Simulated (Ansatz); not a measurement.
# Mo2NCl2 MXene monolayer in a perpendicular field

Wanted: the out-of-plane response of the Mo2NCl2 MXene monolayer. A positive field points along +c.

Calculated with Ansatz 0.2.0; plane-wave DFT, PBE-D3(BJ), Ansatz PAW.

**1. The starting structure**

The cell holds 5 atoms: 2 Cl, 2 Mo and 1 N. Cell: a = 2.953 Å, b = 2.953 Å, c = 42.426 Å, α = 90.0°, β = 90.0°, γ = 120.0°. Vacuum lies along c.

**2. Relaxing the slab**

The starting cell is a guess, so the in-plane lattice and the atoms are relaxed first, with the slab cut off from its images along the normal.

input.yaml reads:

```yaml
crystal:
  lattice:
    - [2.953236, 0.0, 0.0]
    - [-1.476618, 2.5575773994, 0.0]
    - [0.0, 0.0, 42.4256123625]
  atoms:
    - { symbol: Cl, position: [0.3333333333, 0.6666666667, 0.4325217476] }
    - { symbol: Mo, position: [0.6666666667, 0.3333333333, 0.4725338497], spin: 1.0 }
    - { symbol: "N", position: [0.0, 0.0, 0.5] }
    - { symbol: Mo, position: [0.3333333333, 0.6666666667, 0.5274661503], spin: 1.0 }
    - { symbol: Cl, position: [0.6666666667, 0.3333333333, 0.5674782524] }
  periodic: [true, true, false]
magnetization:
  spin_polarized: true
kpoints:
  mp_grid: { grid: [12, 12, 1] }
hamiltonian:
  xc: pbe
  dispersion: d3bj
scf:
  occupations: { method: fermi_dirac, width: 0.05 }
  convergence: { dr2_threshold: 1.0e-09 }
relax:
  f_tol: 0.004
  max_steps: 90
  cell: {}
output:
  write_potential: true
  write_density: true
  volumetric_format: npy
```

On the command line:

```bash
$ ansatz run input.yaml --threads 2 --pin off --max-ram 3072MiB --backend cpu --events-out ev --progress --plain --runs-dir out
```

Numbers of over 12 decimals in the logs are rounded to 6 here.

Output:

```text
Warning: relax.cell: scf.convergence.dr2_threshold = 1e-9 eV is looser than the 2.021877654e-10 eV advised for a relaxation that steers and ends on the stress (1e-10 eV for each atom of the cell: 5, times the square of relax.cell.stress_2d_tol = 0.05 N/m over 15.7 Å (the atoms' height at the walk's start and 5 Å past either face), 3.180e-2 GPa, over a crystal's default 0.05). What an SCF threshold leaves in a stress goes as its square root, and in the free energy as the threshold itself, and one threshold admits the most on a small cell: [figures from the program's tests cut] Set scf.convergence.dr2_threshold to 2.021877654e-10 eV or tighter. [rest of the remark cut]
Engine: ansatz 0.2.0, x86_64-unknown-linux-gnu
Pseudopotentials: kind: paw
Pseudopotential: Cl, paw, valence charge 7, recommended cutoff 420 eV (normal), Cl.paw.azcp
Pseudopotential: Mo, paw, valence charge 14, recommended cutoff 420 eV (normal), Mo.paw.azcp
Pseudopotential: N, paw, valence charge 5, recommended cutoff 420 eV (normal), N.paw.azcp
Functional definition: PBE
  parameter kappa = 0.804
  parameter beta = 0.066725
  exchange = pbe_x(kappa = kappa, mu = beta*pi^2/3)
  correlation = pbe_c(beta = beta)
Crystal: 5 atoms, lattice volume = 320.446 Å³
Basis set: ecut = 420 eV, 6141 PW (Γ), exchange–correlation on 40×40×576 points (8 copies of the dense FFT grid, shifted against one another)
Bands: 30, of which v1, the nominal top of the filled ones, is band 24 counted from 1 (23 counted from 0)
Symmetry: 12 space group operations
Space group: P-3m1 (ITA 164), of the structure as read, at distance tolerance 6.8e-5 Å
Magnetic group: BNS 164.85 (UNI 1315), of the structure as read, at distance tolerance 6.8e-5 Å
k-points: 19 of 144
Non-local potential: Cl, projectors of the file, l = 0: 2, l = 1: 2, l = 2: 2
Non-local potential: Mo, projectors of the file, l = 0: 3, l = 1: 2, l = 2: 2, l = 3: 1
Non-local potential: N, projectors of the file, l = 0: 2, l = 1: 2, l = 2: 1
PAW form: soft (Blöchl's): semilocal exchange-correlation on the pseudo side does not see the compensation charge
PAW one-centre angular grid: Cl, 110 points (default); XC on 64 Gauss nodes
PAW one-centre angular grid: Mo, 590 points (default); XC on 64 Gauss nodes
PAW one-centre angular grid: N, 110 points (default); XC on 64 Gauss nodes
Initial density: superposition of atomic densities (neutral atoms: chi_scale 0, normalization atom)
Starting moments: Σ|m| = 2 μB on 2 of 5 sites
Initial wavefunctions: pseudopotential atomic-orbital guess
Functional: x = pbe(κ = 0.804, μ = 0.219515), c = pbe(β = 0.066725)
SCF iter   1: F=—  HF=-12461.858474 eV  |F-HF|=—  |Δ(HF+E_count)|=         —  Δρ=3.35e-2 (↑3.35e-2 ↓2.94e-2)  dr2=1.81e1  dr2_m=9.13e-2  M=1.089 μB ∫|m|=1.105 μB  β_m=0.30  ethr=3.10e-3  ⟨swp⟩=17.6  Hψ=10159  notcnv=0
Mixer restart at iter 1: flushing history
preconditioner: auto → LDOS  [metal: Δε(μ)=0.044 eV  Ē_g=10.607 eV  σ=0.050 eV  W_gap=0.21  n_scr=26 (ndim 8)  ℏωp=11.5 eV  f_vac=0.778  D(μ)=3.44/eV (n_scr^D=18)]
spin=Collinear: LDOS preconditioning applied to the charge; magnetization (m = ρ↑ − ρ↓) channel mixes plain (no charge-response kernel on spin).
SCF iter   2: F=—  HF=-12459.110299 eV  |F-HF|=—  |Δ(HF+E_count)|=    2.75e0  Δρ=2.32e-2 (↑2.32e-2 ↓2.05e-2)  dr2=9.05e0  dr2_m=5.38e-2  M=1.013 μB ∫|m|=1.027 μB  β_m=0.61  ethr=3.10e-3  ⟨swp⟩=3.2  Hψ=2521  notcnv=0  defer=28
SCF iter   3: F=—  HF=-12456.967783 eV  |F-HF|=—  |Δ(HF+E_count)|=    2.14e0  Δρ=3.68e-3 (↑3.24e-3 ↓3.68e-3)  dr2=1.14e-1  dr2_m=1.18e-2  M=0.661 μB ∫|m|=0.673 μB  β_m=0.62  ethr=3.10e-3  ⟨swp⟩=5.0  Hψ=3365  notcnv=0  defer=28
SCF iter   4: F=—  HF=-12457.059405 eV  |F-HF|=—  |Δ(HF+E_count)|=         —  Δρ=4.35e-3 (↑3.67e-3 ↓4.35e-3)  dr2=2.43e-2  dr2_m=4.39e-2  M=0.211 μB ∫|m|=0.228 μB  β_m=0.62  ethr=2.43e-4  ⟨swp⟩=5.1  Hψ=3150  notcnv=0  defer=13
SCF iter   5: F=—  HF=-12457.058053 eV  |F-HF|=—  |Δ(HF+E_count)|=   1.35e-3  Δρ=2.18e-3 (↑1.99e-3 ↓2.18e-3)  dr2=2.59e-3  dr2_m=1.24e-2  M=0.127 μB ∫|m|=0.138 μB  β_m=0.81  ethr=5.16e-5  ⟨swp⟩=3.8  Hψ=2680  notcnv=0  defer=13
SCF iter   6: F=—  HF=-12457.058457 eV  |F-HF|=—  |Δ(HF+E_count)|=   4.04e-4  Δρ=3.78e-4 (↑3.40e-4 ↓3.78e-4)  dr2=3.15e-4  dr2_m=3.01e-4  M=0.026 μB ∫|m|=0.030 μB  β_m=0.80  ethr=5.51e-6  ⟨swp⟩=3.5  Hψ=2944  notcnv=0  defer=13
SCF iter   7: F=—  HF=-12457.058507 eV  |F-HF|=—  |Δ(HF+E_count)|=   4.99e-5  Δρ=1.19e-4 (↑1.19e-4 ↓1.09e-4)  dr2=7.99e-5  dr2_m=2.83e-5  M=0.009 μB ∫|m|=0.011 μB  β_m=0.77  ethr=6.70e-7  ⟨swp⟩=3.4  Hψ=2828  notcnv=0  defer=13
SCF iter   8: F=—  HF=-12457.058537 eV  |F-HF|=—  |Δ(HF+E_count)|=   3.00e-5  Δρ=4.29e-5 (↑4.29e-5 ↓3.12e-5)  dr2=8.65e-6  dr2_m=2.78e-6  M=0.003 μB ∫|m|=0.003 μB  β_m=0.76  ethr=1.70e-7  ⟨swp⟩=3.2  Hψ=2429  notcnv=0  defer=13
SCF iter   9: F=—  HF=-12457.058540 eV  |F-HF|=—  |Δ(HF+E_count)|=   3.38e-6  Δρ=1.11e-5 (↑8.87e-6 ↓1.11e-5)  dr2=1.52e-7  dr2_m=2.53e-7  M=0.000 μB ∫|m|=0.001 μB  β_m=0.81  ethr=1.84e-8  ⟨swp⟩=3.9  Hψ=2979  notcnv=0  defer=13
SCF iter  10: F=—  HF=-12457.058541 eV  |F-HF|=—  |Δ(HF+E_count)|=   7.12e-7  Δρ=3.20e-6 (↑3.20e-6 ↓3.10e-6)  dr2=9.64e-9  dr2_m=2.74e-8  M=0.000 μB ∫|m|=0.000 μB  β_m=0.91  ethr=3.23e-10  ⟨swp⟩=3.9  Hψ=3082  notcnv=0  defer=13
SCF iter  11: F=—  HF=-12457.058541 eV  |F-HF|=—  |Δ(HF+E_count)|=   8.65e-8  Δρ=6.49e-7 (↑6.24e-7 ↓6.49e-7)  dr2=6.77e-10  dr2_m=9.57e-10  M=0.000 μB ∫|m|=0.000 μB  β_m=0.93  ethr=2.05e-11  ⟨swp⟩=3.6  Hψ=2983  notcnv=0  defer=13
SCF iter  12: F=—  HF=-12457.058541 eV  |F-HF|=—  |Δ(HF+E_count)|=   9.27e-9  Δρ=1.56e-7 (↑1.08e-7 ↓1.56e-7)  dr2=6.56e-11  dr2_m=3.30e-11  M=-0.000 μB ∫|m|=0.000 μB  β_m=0.90  ethr=1.44e-12  ⟨swp⟩=3.4  Hψ=2839  notcnv=0  defer=13
SCF iter  13: F=-12457.058541 eV  HF=-12457.058541 eV  |F-HF|=2.09e-10  |Δ(HF+E_count)|=   1.96e-9  Δρ=4.34e-8 (↑4.34e-8 ↓3.51e-8)  dr2=6.69e-12  dr2_m=2.74e-12  M=-0.000 μB ∫|m|=0.000 μB  ethr=1.00e-12  ⟨swp⟩=9.1  Hψ=9074  notcnv=0
WARN: the starting moments were not kept: the SCF closed with an absolute magnetisation of 2.8e-6 μB, where they sum to 2 μB in size (2 sites). That is at most 0.1 of that sum. Measured as dr2_m measures the in/out step, that magnetisation stands 1.0e-12 eV from none, at or under the dr2_threshold of 1.0e-9 eV: it is no larger than a step whose dr2_m would equal this threshold. The system may hold no moment; this SCF [...]
SCF 1 converged in 13 iterations: F = -12457.058541 eV  dr2 = 6.69e-12
  greatest PAW one-centre occupation: 0.998 electrons in one spin orbital (limit 2), on the Mo atom at site 3 (counted from 0), in its partial waves of l = 0
[...]
SCF 3 converged in 11 iterations: F = -12458.014004 eV  dr2 = 2.59e-11
relax step   3: F+E_penalty+E_count = -12458.01400443 eV  Δ(F+E_penalty+E_count) = -7.795e-2 eV  max|allowed force component| = 3.031e-1 eV/Å  Δτ_max = 0.1223 Å  P = +1.108 N/m  Ω = 321.627 Å³  energy of the carried Pulay correction = -2.363e-4 eV  fix = [c, alpha, beta]  reactions: c +0.000 N/m  (11 SCF iters, accepted)
[...]
relax step   4: F+E_penalty+E_count = -12458.01917593 eV  Δ(F+E_penalty+E_count) = -5.172e-3 eV  max|allowed force component| = 1.283e-1 eV/Å  Δτ_max = 0.0134 Å  P = +0.064 N/m  Ω = 322.287 Å³  energy of the carried Pulay correction = -3.679e-4 eV  fix = [c, alpha, beta]  reactions: c +0.000 N/m  (9 SCF iters, accepted)
[...]
relax step   5: F+E_penalty+E_count = -12458.02015553 eV  Δ(F+E_penalty+E_count) = -9.796e-4 eV  max|allowed force component| = 3.725e-2 eV/Å  Δτ_max = 0.0094 Å  P = +0.169 N/m  Ω = 321.773 Å³  energy of the carried Pulay correction = -2.653e-4 eV  fix = [c, alpha, beta]  reactions: c +0.000 N/m  (8 SCF iters, accepted)
[...]
relax step   6: F+E_penalty+E_count = -12458.02024419 eV  Δ(F+E_penalty+E_count) = -8.866e-5 eV  max|allowed force component| = 2.418e-4 eV/Å  Δτ_max = 0.0020 Å  P = +0.009 N/m  Ω = 322.076 Å³  energy of the carried Pulay correction = -3.258e-4 eV  fix = [c, alpha, beta]  reactions: c +0.000 N/m  (8 SCF iters, accepted)
Initial wavefunctions: pseudopotential atomic-orbital guess (no wavefunctions were taken with the density)
iter 1 solved again at ethr=1.13e-7 eV; its pass at ethr=3.10e-3 eV (dr2=5.32e-5 eV) is discarded
SCF iter   1: F=—  HF=-12458.020039 eV  |F-HF|=—  |Δ(HF+E_count)|=         —  Δρ=1.50e-5 (↑1.50e-5 ↓1.50e-5)  dr2=9.51e-8  dr2_m=1.59e-11  M=-0.000 μB ∫|m|=0.000 μB  β_m=0.65  ethr=1.13e-7  ⟨swp⟩=6.8  Hψ=15608  notcnv=0
preconditioner: auto → LDOS  [metal: Δε(μ)=0.067 eV  Ē_g=8.872 eV  σ=0.050 eV  W_gap=0.30  n_scr=22 (ndim 8)  ℏωp=11.5 eV  f_vac=0.766  D(μ)=3.83/eV (n_scr^D=18)]
spin=Collinear: LDOS preconditioning applied to the charge; magnetization (m = ρ↑ − ρ↓) channel mixes plain (no charge-response kernel on spin).
SCF iter   2: F=—  HF=-12458.020485 eV  |F-HF|=—  |Δ(HF+E_count)|=   4.46e-4  Δρ=5.25e-6 (↑5.25e-6 ↓5.25e-6)  dr2=1.31e-8  dr2_m=6.57e-12  M=-0.000 μB ∫|m|=0.000 μB  β_m=0.59  ethr=2.02e-10  ⟨swp⟩=4.9  Hψ=3642  notcnv=0
SCF iter   3: F=—  HF=-12458.020550 eV  |F-HF|=—  |Δ(HF+E_count)|=   6.52e-5  Δρ=1.40e-6 (↑1.40e-6 ↓1.40e-6)  dr2=1.27e-9  dr2_m=2.06e-12  M=-0.000 μB ∫|m|=0.000 μB  β_m=0.70  ethr=2.78e-11  ⟨swp⟩=4.4  Hψ=2801  notcnv=0
SCF iter   4: F=-12458.020563 eV  HF=-12458.020563 eV  |F-HF|=8.85e-8  |Δ(HF+E_count)|=   1.25e-5  Δρ=6.95e-8 (↑6.84e-8 ↓6.95e-8)  dr2=4.80e-11  dr2_m=2.86e-13  M=-0.000 μB ∫|m|=0.000 μB  ethr=2.13e-12  ⟨swp⟩=13.9  Hψ=11010  notcnv=0
the starting moments were not kept: the SCF closed with an absolute magnetisation of 2.6e-6 μB, where they sum to 2 μB in size (2 sites). That is at most 0.1 of that sum. Measured as dr2_m measures the in/out step, that magnetisation stands 9.9e-13 eV from none, at or under the dr2_threshold of 1.0e-9 eV: it is no larger than a step whose dr2_m would equal this threshold.
SCF 7 converged in 4 iterations: F = -12458.020563 eV  dr2 = 4.80e-11
relax step   7: F+E_penalty+E_count = -12458.02056278 eV  Δ(F+E_penalty+E_count) = -3.186e-4 eV  max|allowed force component| = 2.341e-4 eV/Å  Δτ_max = 0.0000 Å  P = +0.013 N/m  Ω = 322.076 Å³  fix = [c, alpha, beta]  reactions: c +0.000 N/m  stress off target by 1.29e-2 N/m on what of the cell is left free  SCF on the basis re-selected at this cell (its energy is not comparable with the rows above)  (4 SCF iters)
basis re-selected at this cell: Δ(F+E_penalty+E_count) = -3.186e-4 eV, ΔP = +0.003 N/m vs the last step (what re-selecting the basis moved, of the pressure what is left beyond the Pulay correction that the steps carried, after the strain that the cell walked since its last selection, with what the two solves' SCF thresholds leave and, on support functions, any second-order correction that the steps lacked; it is no m [...]
WARN: The input density's exchange-correlation potential varies sharply where the density is thin. Do not read a vacuum level from v_tot or v_xc, or from such a field of the output density. On a cell that repeats whose density bears no net charge and no dipole along the vacuum's axis use v_es (v_loc + v_h of the components); under efield.dipole_correction with no amplitude use v_es + v_field, which holds any external [...]
SCF converged after 4 iterations
Magnetization: -0.0000 μB (23.5000 up, 23.5000 down)
Absolute magnetization: 0.0000 μB (∫|ρ↑−ρ↓|, with the PAW one-centre terms)
Spin contamination: 0.0000 ħ² per cell (⟨S²⟩ above its minimum at these occupations)
Per-site moments (μB) at R_I (Å): [(-5.600598044966969e-8, 1.030829), (-7.905681290081195e-7, 0.903341), (-3.3002016718436065e-9, 0.903341), (-7.905681290670915e-7, 0.903341), (-5.60059804564833e-8, 1.030829)]
Free energy (F): -12458.020563 eV
Harris-Foulkes:  -12458.020563 eV  (|F-HF|=8.85e-8)
Internal energy: -12457.989783 eV  (E = F + TS)
E sigma→0 (E₀):  -12458.005173 eV
Entropy (-TS):   -0.030780 eV (-6.156 meV/atom)
Fermi energy:    -4.261508 eV
--- Per-component energies (eV) ---
  E_band       = -1094.177469
  E_kinetic    = 1341.269576
  E_local      = -218163.385774  (includes V_loc(G=0)·N_el)
  E_nonlocal   = 389.435757
  E_hartree    = 108209.380319
  E_xc         = -642.356270
  E_vxc        = -780.173924  (∫ρ·V_xc dr)
  E_paw        = -7848.112689  (= ΣΔE_a)
  E_vpaw       = -300.084314  (= ΣTr[D̂ρ^β])
  E_aug_tail   = 0.000354  (compensation charges beyond the density's cutoff)
  E_ewald      = 104257.534331
  E_disp       = -1.755388  (pairwise vdW)
  E_smearing   = -0.030780  (= −TS)
  E_closure    = 0.000000  (closes the sum)
  Σ components = -12458.020563   (vs F -12458.020563, Δ=0.00e0)
--- Forces (eV/Å), atoms counted from 1 ---
  atom   1  Cl     0.00000000     0.00000000    -0.00023407
  atom   2  Mo     0.00000000     0.00000000    -0.00015266
  atom   3  N      0.00000000     0.00000000     0.00000000
  atom   4  Mo     0.00000000     0.00000000     0.00015266
  atom   5  Cl     0.00000000     0.00000000     0.00023407
  max |Σ_I F_I| component: 6.94e-18 eV/Å
--- 2D stress c σ (N/m, compression-positive) ---
        0.012859       0.000000       0.000000
        0.000000       0.012859      -0.000000
        0.000000      -0.000000       0.000000
  P = ½ c Tr σ = 0.0129 N/m
--- Band table (eV; the first three rows and the last of 38) ---
  k-point 0 ↑: bands = [... 20 lower, -6.4858, -5.5136, -5.5136, -4.7873, -4.4847, -4.4847, -3.7797, -3.7797, ... 2 higher]
  k-point 1 ↑: bands = [... 20 lower, -6.7668, -5.6857, -5.3540, -4.7281, -4.5129, -4.3232, -3.7183, -3.6074, ... 2 higher]
  k-point 2 ↑: bands = [... 20 lower, -7.1019, -6.0491, -4.9908, -4.7751, -4.6438, -3.9963, -3.5348, -2.9204, ... 2 higher]
  k-point 18 ↓: bands = [... 20 lower, -5.3710, -4.6638, -4.5577, -4.5577, -3.3322, -3.3322, -2.1866, -1.4207, ... 2 higher]
  the weakly bound empty levels are not read free of the cell's end (no_gap_told)
--- Relaxed structure (6 steps of the walk, 6 accepted, 1 SCFs on fresh bases) ---
  F+E_penalty+E_count = -12458.02056278 eV   max|allowed force component| = 2.341e-4 eV/Å   (the final SCF, on the basis selected at the relaxed cell)
  cell:  # Å, volume = 322.0756 Å³
    - [2.960735, 0, 0]
    - [-1.480367, 2.564072, 0]
    - [0, 0, 42.4256123625]
  atoms:
    - { symbol: Cl, position: [0.333333, 0.666667, 0.424769] }
    - { symbol: Mo, position: [0.666667, 0.333333, 0.467735] }
    - { symbol: N, position: [0, 0, 0.5] }
    - { symbol: Mo, position: [0.333333, 0.666667, 0.532265] }
    - { symbol: Cl, position: [0.666667, 0.333333, 0.575231] }
```

It took 4.2 min on 2 threads of AMD EPYC (Zen 3), shared host; peak memory 0.77 GiB.

Step by step:

| step | energy less that of the first step (eV) | largest force component (eV/Å) | volume (Å³) |
| --- | --- | --- | --- |
| 1 | 0.0000 | 2.0655 | 320.45 |
| 2 | -0.8775 | 0.4737 | 329.96 |
| 3 | -0.9555 | 0.3031 | 321.63 |
| 4 | -0.9606 | 0.1283 | 322.29 |
| 5 | -0.9616 | 0.0373 | 321.77 |
| 6 | -0.9617 | 0.0002 | 322.08 |
| 7* | -0.9620 | 0.0002 | 322.08 |

Relaxation steps marked * repeat the geometry before them on a plane-wave basis chosen anew for their cell, so energy and pressure can jump there.

Forces are held to the 12 operations that the run works with; a distortion that breaks them can't arise in this run.

| cell as run | before | after | change |
| --- | --- | --- | --- |
| a (Å) | 2.953 | 2.961 | +0.3 % |
| b (Å) | 2.953 | 2.961 | +0.3 % |

The atoms that moved most (Å, along periodic axes as changes of fractional coordinates times the final cell, across vacuum about the mean position):

```csv
atom,dx,dy,dz,length
Cl5,0.000,0.000,0.329,0.329
Cl1,0.000,0.000,-0.329,0.329
Mo4,0.000,0.000,0.204,0.204
Mo2,0.000,0.000,-0.204,0.204
```

Final coordinates:

```xyz
5
Lattice="2.9607 0.0000 0.0000 -1.4804 2.5641 0.0000 0.0000 0.0000 42.4256" Properties=species:S:1:pos:R:3
Cl    0.0000    1.7094   18.0211
Mo    1.4804    0.8547   19.8440
N     0.0000    0.0000   21.2128
Mo    0.0000    1.7094   22.5817
Cl    1.4804    0.8547   24.4045
```

Numbers from this step:

* energy at zero smearing: -12458.0052 eV

The lattice constant a goes from 2.953 to 2.961 Å.

(Part 1 of 2 ends here.)

[Logs are printed without paths, hosts, clocks, repeated set-up lines and the standing remarks that a program may print on its own settings, such as how far it seeks lower states.]

[Hosts, paths, dates, database ids (printed as entryN), source tags and the programs' standing remarks are cut or masked in the printed files.]

[Maps of the electrostatic potential energy from Ansatz leave out the sawtooth potential of an applied field or a dipole correction, so their vacuum need not be flat; planar profiles and work functions include it.]
